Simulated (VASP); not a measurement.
# Ru (P6_3/mmc) in VASP: further runs

One crystal, Ru, is run at these levels: LDA; tasks: relaxation of cell and atoms, relaxation of shape and atoms at fixed volume.

Everything below comes from runs of VASP 6.6.1. Logs are shortened: lines on timing, memory, paths and dates and some standing lists are left out, and cuts for length are marked.

### 1 The structure

It takes space group P6_3/mmc (No. 194, hexagonal). The conventional cell has a = 2.675 Å, b = 2.675 Å, c = 4.234 Å, α = 90.00°, β = 90.00°, γ = 120.00°. Around Ru (site symmetry -6m2) lie 12 Ru at 2.62 to 2.68 Å.

### 2 Relaxation of cell and atoms, LDA

INCAR reads:

```
ALGO = Normal
EDIFF = 1E-7
EDIFFG = -0.005
ENCUT = 600
GGA = CA
IBRION = 2
ISIF = 3
ISMEAR = 1
LASPH = True
LCHARG = False
LREAL = False
LWAVE = False
NELM = 80
NSW = 90
PREC = Accurate
SIGMA = 0.1
```

KPOINTS reads:

```
k-points
0
Gamma
  15 15 9
```

POSCAR reads:

```
Ru                                      
1.0
    2.6752210175     -0.0000000000      0.0000000000
   -1.3376105088      2.3168093619     -0.0000000000
   -0.0000000000      0.0000000000      4.2341956424
  Ru            
     2
Direct
     0.3333333332999970    0.6666666667000030    0.2500000000000000
     0.6666666667000030    0.3333333332999970    0.7500000000000000
```

Potentials or basis: VASP PAW LDA potentials, release 64 (Ru_pv).

Command:

```sh
$ cat potpaw_LDA.64/Ru_pv/POTCAR > POTCAR
$ mpirun -np 1 vasp_std > vasp.out
```

OUTCAR:

```text
EDIFF = 1E-7
   EDIFFG = -0.005
   ENCUT = 600
   GGA = CA
   IBRION = 2
   ISIF = 3
   ISMEAR = 1
   LASPH = True
   LREAL = False
   NELM = 80
   NSW = 90
   PREC = Accurate

 ion  position               nearest neighbor table
   1  0.333  0.667  0.250-   2 2.62   2 2.62   2 2.62   2 2.62   2 2.62   2 2.62
   2  0.667  0.333  0.750-   1 2.62   1 2.62   1 2.62   1 2.62   1 2.62   1 2.62

  LATTYP: Found a hexagonal cell.
 ALAT       =     2.6752210175
 C/A-ratio  =     1.5827461039

  Lattice vectors:

 A1 = (   2.6752210175,   0.0000000000,   0.0000000000)
 A2 = (  -1.3376105088,   2.3168093619,   0.0000000000)
 A3 = (   0.0000000000,   0.0000000000,   4.2341956424)

Analysis of symmetry for initial positions (statically):
=====================================================================
 Subroutine PRICEL returns:
 Original cell was already a primitive cell.

 Routine SETGRP: Setting up the symmetry group for a
 hexagonal supercell.

 Subroutine GETGRP returns: Found 24 space group operations
 (whereof 12 operations were pure point group operations)
 out of a pool of 24 trial point group operations.

The static configuration has the point symmetry D_3d.
 The point group associated with its full space group is D_6h.

Analysis of symmetry for dynamics (positions and initial velocities):
=====================================================================
 Subroutine PRICEL returns:
 Original cell was already a primitive cell.

 Routine SETGRP: Setting up the symmetry group for a
 hexagonal supercell.

 Subroutine GETGRP returns: Found 24 space group operations
 (whereof 12 operations were pure point group operations)
 out of a pool of 24 trial point group operations.

The dynamic configuration has the point symmetry D_3d.
 The point group associated with its full space group is D_6h.

 Subroutine INISYM returns: Found 24 space group operations
 (whereof 12 operations are pure point group operations),
 and found     1 'primitive' translations

----------------------------------------------------------------------------------------

                                     Primitive cell

  volume of cell :      26.2434

  direct lattice vectors                    reciprocal lattice vectors
     2.675221018  0.000000000  0.000000000     0.373800891  0.215814045  0.000000000
    -1.337610509  2.316809362  0.000000000     0.000000000  0.431628090  0.000000000
     0.000000000  0.000000000  4.234195642     0.000000000  0.000000000  0.236172365

  length of vectors
     2.675221018  2.675221018  4.234195642     0.431628090  0.431628090  0.236172365

  position of ions in fractional coordinates (direct lattice)
     0.333333333  0.666666667  0.250000000
     0.666666667  0.333333333  0.750000000

  ion indices of the primitive-cell ions
   primitive index   ion index
                 1           1
                 2           2

----------------------------------------------------------------------------------------

 KPOINTS: k-points

Automatic generation of k-mesh.
 Grid dimensions read from file:
 generate k-points for:   15   15    9

 Generating k-lattice:

  Cartesian coordinates                     Fractional coordinates (reciprocal lattice)
     0.024920059  0.014387603  0.000000000     0.066666667  0.000000000  0.000000000
     0.000000000  0.028775206  0.000000000     0.000000000  0.066666667  0.000000000
     0.000000000  0.000000000  0.026241374     0.000000000  0.000000000  0.111111111

  Length of vectors
     0.028775206  0.028775206  0.026241374

  Shift w.r.t. Gamma in fractional coordinates (k-lattice)
     0.000000000  0.000000000  0.000000000

 Subroutine IBZKPT returns following result:
 ===========================================

 Found    135 irreducible k-points:

 Following reciprocal coordinates:
            Coordinates               Weight
  0.000000  0.000000  0.000000      1.000000
  0.066667  0.000000  0.000000      6.000000
  0.133333  0.000000  0.000000      6.000000
  0.200000 -0.000000  0.000000      6.000000
  0.266667  0.000000  0.000000      6.000000
  0.333333 -0.000000  0.000000      6.000000
[... 16 lines left out ...]
  0.333333  0.200000  0.000000     12.000000
  0.400000  0.200000  0.000000      6.000000
 [... further k-points ...]
   k-points           NKPTS =    135   k-points in BZ     NKDIM =    135   number of bands    NBANDS=     18
   number of dos      NEDOS =    301   number of ions     NIONS =      2
   total plane-waves  NPLWV =  20736
   dimension x,y,z NGX =    24 NGY =   24 NGZ =   36
   dimension x,y,z NGXF=    48 NGYF=   48 NGZF=   72
   ions per type =               2
   NGX,Y,Z   is equivalent  to a cutoff of  14.91, 14.91, 14.13 a.u.
   NGXF,Y,Z  is equivalent  to a cutoff of  29.83, 29.83, 28.27 a.u.
 SYSTEM =  unknown system
   PREC   = accura    normal or accurate (medium, high low for compatibility)
   ISTART =      0    job   : 0-new  1-cont  2-samecut
   ICHARG =      2    charge: 1-file 2-atom 10-const
   ISPIN  =      1    spin polarized calculation?
   LNONCOLLINEAR =      F non collinear calculations
   LSORBIT =      F    spin-orbit coupling
   LASPH  =      T    aspherical Exc in radial PAW
   ENCUT  =  600.0 eV  44.10 Ry    6.64 a.u.   5.34  5.34  8.46*2*pi/ulx,y,z
   NELM   =     80;   NELMIN=  2; NELMDL= -5     # of ELM steps
   EDIFF  = 0.1E-06   stopping-criterion for ELM
   LREAL  =      F    real-space projection
   EDIFFG = -.5E-02   stopping-criterion for IOM
   NSW    =     90    number of steps for IOM
   IBRION =      2    ionic relax: 0-MD 1-quasi-New 2-CG
   NFREE  =      1    steps in history (QN), initial steepest desc. (CG)
   ISIF   =      3    stress and relaxation
   ISYM   =      2    0-nonsym 1-usesym 2-fastsym
   POTIM  = 0.5000    time-step for ionic-motion
   TEBEG  =    0.0;   TEEND  =   0.0 temperature during run
   PSTRESS=    0.0 pullay stress
   NELECT =      28.0000    total number of electrons
   NUPDOWN=      -1.0000    fix difference up-down
   EMIN   =  10.00;   EMAX   =-10.00  energy-range for DOS
   EFERMI =   0.00;   METHOD = LEGACY
   ISMEAR =     1;   SIGMA  =   0.10  broadening in eV -4-tet -1-fermi 0-gaus
   EFERMI_NEDOS =   21; number of points for ismear=-14 and -15
   IALGO  =     38    algorithm
   IMIX   =      4    mixing-type and parameters
     AMIX     =   0.40;   BMIX     =  1.00
     AMIX_MAG =   1.60;   BMIX_MAG =  1.00
  volume/ion in A,a.u.               =      13.12        88.55
  Fermi-wavevector in a.u.,A,eV,Ry     =   1.672838  3.161205 38.074365  2.798387
  Thomas-Fermi vector in A             =   2.757915
   LORBIT       =      0    0 simple, 1 ext, 2 COOP (PROOUT), +10 PAW based schemes
   GGA     = CA    functional components
   LHFCALC =     F    Hartree Fock is set to
   AEXX    =    0.0000 exact exchange contribution
   IVDW    =     0    specifies the selected vdW correction
   LEPSILON=     F    determine dielectric tensor
   LRPA    =     F    only Hartree local field effects (RPA)
 conjugate gradient relaxation of ions
 non-spin polarized calculation
 Methfessel and Paxton  Order N= 1 SIGMA  =   0.10
  energy-cutoff  :      600.00
  volume of cell :       26.24
 maximum number of plane-waves:       899
 NGX is ok and might be reduce to    24
   NGX = 11   NGY = 11   NGZ = 17

--------------------------------------- Ionic step        1  -------------------------------------------

 number of electron      27.9999993 magnetization

 Free energy of the ion-electron system (eV)
  ---------------------------------------------------
  ext. energy  EPLUGINS =         0.00000000
  ---------------------------------------------------
  free energy    TOTEN  =       -21.39500442 eV

  energy without entropy =      -21.39359226  energy(sigma->0) =      -21.39453370

------------------------ aborting loop because EDIFF is reached ----------------------------------------

  FORCE on cell =-STRESS in cart. coord.  units (eV):
  Direction    XX          YY          ZZ          XY          YZ          ZX
  --------------------------------------------------------------------------------------
  -------------------------------------------------------------------------------------
  Total       -0.0283598     -0.0283598     -0.0052371      0.0000000     -0.0000000      0.0000000
  in kB       -1.7313817     -1.7313817     -0.3197273      0.0000000     -0.0000000      0.0000000
  external PRESSURE =      -1.2608302 kB  Pullay stress =       0.0000000 kB
[... 93 lines left out ...]
  energy  without entropy=      -21.3936089618  energy(sigma->0) =      -21.39454269

--------------------------------------- Ionic step        4  -------------------------------------------

 number of electron      27.9999993 magnetization

 Free energy of the ion-electron system (eV)
  ---------------------------------------------------
  ext. energy  EPLUGINS =         0.00000000
  ---------------------------------------------------
  free energy    TOTEN  =       -21.39500980 eV

  energy without entropy =      -21.39363600  energy(sigma->0) =      -21.39455186

 E-fermi :  13.3149     XC(G=0): -14.5934

 val. band max:       13.3115431443   @ k =   0.2667   0.0000   0.3333
 cond. band min:      13.3450958848   @ k =   0.4667   0.0667   0.3333
 fundamental gap:      0.0335527404
 Fermi energy:        13.3149076647

 k-point     1 :       0.0000    0.0000    0.0000
  band No.  band energies     occupation
      1     -30.2610      2.00000
      2     -29.2034      2.00000
      3     -29.2034      2.00000
      4     -29.0118      2.00000
      5     -29.0118      2.00000
      6     -28.9615      2.00000
[... 10 lines left out ...]
     17      14.5942     -0.00000
     18      14.6673     -0.00000
[... 466 lines left out ...]
      2     -29.7589      2.00000
      3     -29.6246      2.00000
      4     -29.6190      2.00000
      5     -29.3630      2.00000
      6     -29.3411      2.00000
[... 10 lines left out ...]
     17      18.9140      0.00000
     18      20.4013      0.00000

 [... further k-points ...]
[... 5 lines left out ...]
  --------------------------------------------------------------------------------------
  -------------------------------------------------------------------------------------
  Total       -0.0002696     -0.0002696     -0.0080508      0.0000000     -0.0000000      0.0000000
  in kB       -0.0164622     -0.0164622     -0.4916546      0.0000000     -0.0000000      0.0000000
  external PRESSURE =      -0.1748597 kB  Pullay stress =       0.0000000 kB
[... 17 lines left out ...]
  FREE ENERGIE OF THE ION-ELECTRON SYSTEM (eV)
  ---------------------------------------------------
  free  energy   TOTEN  =       -21.3950097959 eV

  energy  without entropy=      -21.3936360030  energy(sigma->0) =      -21.39455186

 reached required accuracy - stopping structural energy minimisation
```

Run time: 97 s. Hardware: 1 thread of Intel Xeon Platinum 8488C (Sapphire Rapids), shared host; peak memory 0.19 GiB.

Results:

```yaml
Free_energy: -21.3950 eV
Relaxed_volume: 13.12 Å³/atom
Relaxed_cell: a = 2.675 Å, b = 2.675 Å, c = 4.235 Å, α = 90.00°, β = 90.00°, γ = 120.00°
Space_group_after_relaxing_to_0.05_Å: P6_3/mmc (No. 194)
Energy_gained_by_relaxing: 0.0 meV/atom
Ionic_steps: 4
Pressure_after_relaxing: 0.0 GPa
Band_gap_on_the_k_mesh: none (metal or under the smearing width)
```

Final structure:
```cif
data_structure
_symmetry_space_group_name_H-M 'P 1'
_symmetry_Int_Tables_number 1
_cell_length_a 2.6745
_cell_length_b 2.6745
_cell_length_c 4.2351
_cell_angle_alpha 90.000
_cell_angle_beta 90.000
_cell_angle_gamma 120.000
_cell_volume 26.24
loop_
_atom_site_label
_atom_site_type_symbol
_atom_site_fract_x
_atom_site_fract_y
_atom_site_fract_z
_atom_site_occupancy
Ru1 Ru 0.33333 0.66667 0.25000 1
Ru2 Ru 0.66667 0.33333 0.75000 1
```

Levels at points of the mesh, in eV from the Fermi level:
```csv
k point,band 10,band 11,band 12,band 13,band 14,band 15,band 16,band 17,band 18
"(0.00, 0.00, 0.00)",-2.73,-2.55,-2.01,-2.01,-1.44,-1.44,1.28,1.28,1.35
```

### 3 Relaxation of shape and atoms at fixed volume, LDA (a relaxed cell with its volume scaled by 0.94)

INCAR reads:

```
ALGO = Normal
EDIFF = 1E-7
EDIFFG = -0.01
ENCUT = 600
GGA = CA
IBRION = 2
ISIF = 4
ISMEAR = 1
LASPH = True
LCHARG = False
LREAL = False
LWAVE = False
NELM = 80
NSW = 40
PREC = Accurate
SIGMA = 0.1
```

KPOINTS is that of step 2.

POSCAR reads:

```
Ru                                      
1.0
    2.6199406133      0.0000000000      0.0000000000
   -1.3099703067      2.2689351275     -0.0000000000
   -0.0000000000      0.0000000000      4.1486355266
  Ru            
     2
Direct
     0.3333333332999970    0.6666666667000030    0.2500000000000000
     0.6666666667000030    0.3333333332999970    0.7500000000000000
```

Potentials or basis: VASP PAW LDA potentials, release 64 (Ru_pv).

Command:

```sh
$ cat potpaw_LDA.64/Ru_pv/POTCAR > POTCAR
$ mpirun -np 1 vasp_std > vasp.out
```

It took 90 s on 1 thread of Intel Xeon Platinum 8488C (Sapphire Rapids), shared host; peak memory 0.18 GiB.

Results (log left out):

```yaml
Free_energy: -21.2715 eV
Energy_gained_by_relaxing: 0.1 meV/atom
Ionic_steps: 3
Pressure_after_relaxing: 26.3 GPa
Band_gap_on_the_k_mesh: none (metal or under the smearing width)
```

Step by step:
| step | energy change (eV) | largest force (eV/Å) | pressure (GPa) |
| --- | --- | --- | --- |
| 1 | 0.0000 | 0.0000 | 26.32 |
| 2 | 0.0001 | 0.0000 | 26.28 |
| 3 | -0.0002 | 0.0000 | 26.32 |

Final structure:
```
Ru
1.0
     2.61768    0.00000    0.00000
    -1.30884    2.26698    0.00000
     0.00000    0.00000    4.15580
Ru
2
Cartesian
  0.0000 1.5113 1.0389
  1.3088 0.7557 3.1168
```

Levels at points of the mesh, in eV from the Fermi level:
| k point | band 11 | band 12 | band 13 | band 14 | band 15 | band 16 | band 17 | band 18 |
| --- | --- | --- | --- | --- | --- | --- | --- | --- |
| (0.00, 0.00, 0.00) | -2.83 | -2.21 | -2.21 | -1.56 | -1.56 | 1.40 | 1.40 | 1.42 |

(Continued in part 2 of 2.)
